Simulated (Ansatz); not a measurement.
CuI built on the zincblende prototype, relaxed with r2SCAN in the PAW code Ansatz. The symmetry is F-43m (No. 216, cubic); a = 6.024 Å in the conventional setting, 27.33 Å³ an atom. Cu has 4 I at 2.61 Å; I has 4 Cu at 2.61 Å.

The axes x, y and z are those of this cell:
```yaml
crystal:
  lattice:
    - [0.00000, 3.01203, 3.01203]
    - [3.01203, 0.00000, 3.01203]
    - [3.01203, 3.01203, 0.00000]
  atoms:
    - { symbol: Cu, position: [0.00000, 0.00000, 0.00000] }
    - { symbol: I, position: [0.25000, 0.25000, 0.25000] }
```

Unstrained: With PBE the gap is 1.173 eV and direct, at Γ. r2SCAN gives a direct gap of 1.667 eV at Γ. With HSE06 the gap is 2.670 eV and direct, at Γ. Meshes: PBE 8×8×8, r2SCAN 8×8×8, HSE06 6×6×6. Strains are changes of length per length. After each strain the atoms were relaxed again with r2SCAN within the symmetry that the strain leaves, so tilts or polar shifts that break it weren't tested; points keep the names that they have in the unstrained zone. (Simulation; spin polarisation is off.)

Q: Apply uniaxial +2.0 % along x, other directions held. How far does the gap move, against the unstrained cell?

A: PBE: the gap goes from 1.173 to 1.109 eV (-0.064 eV); with r2SCAN the top three valence levels at Γ, degenerate before, become 2+1 from the top over 35 meV. r2SCAN: the gap goes from 1.667 to 1.598 eV (-0.069 eV). HSE06: the gap goes from 2.670 to 2.616 eV (-0.054 eV). The r2SCAN energy rises by 1.9 meV an atom.

Q: For epitaxial +4.0 % in the xy plane, how far does the free direction move, and what happens to the gap?

A: The normal strain at zero normal stress is -5.49 %, 1.37 of the in-plane strain with the sign turned. PBE: the gap goes from 1.173 to 1.035 eV (-0.138 eV); with r2SCAN the top three valence levels at Γ, degenerate before, become 1+2 from the top over 121 meV. r2SCAN: the gap goes from 1.667 to 1.528 eV (-0.139 eV). HSE06: the gap goes from 2.670 to 2.533 eV (-0.137 eV).

Q: One strain changed the r2SCAN stress by xx +3.10, yy +3.10, zz +3.10 GPa (compression positive) and the gap by +0.173 eV (PBE), +0.189 eV (r2SCAN), +0.135 eV (HSE06). Which kind of strain was it, and roughly how large?

A: Isotropic -2.0 % on every length. The pattern of the stress gives the kind; the size needs the stiffness, so it is an estimate.

Q: Apply uniaxial -2.5 % along z, other directions held. How far does the gap move, against the unstrained cell?

A: PBE: the gap goes from 1.173 to 1.214 eV (+0.041 eV); with r2SCAN the top three valence levels at Γ, degenerate before, become 1+2 from the top over 43 meV. r2SCAN: the gap goes from 1.667 to 1.715 eV (+0.048 eV). HSE06: the gap goes from 2.670 to 2.691 eV (+0.021 eV). The r2SCAN energy rises by 3.0 meV an atom.

Q: For epitaxial -1.0 % in the plane normal to [111], how far does the free direction move, and what happens to the gap?

A: The normal strain at zero normal stress is +0.79 %, 0.79 of the in-plane strain with the sign turned. PBE: the gap goes from 1.173 to 1.194 eV (+0.021 eV); with r2SCAN the top three valence levels at Γ, degenerate before, become 2+1 from the top over 27 meV. r2SCAN: the gap goes from 1.667 to 1.691 eV (+0.024 eV). HSE06: the gap goes from 2.670 to 2.679 eV (+0.009 eV).

Spin-orbit coupling is left out, which matters wherever the heavy atoms make up the band edges.

The meshes of the hybrids are coarse, so their gaps aren't converged to the digits shown.

The splittings at Γ are without spin-orbit coupling, which regroups them where it is of like size or larger.
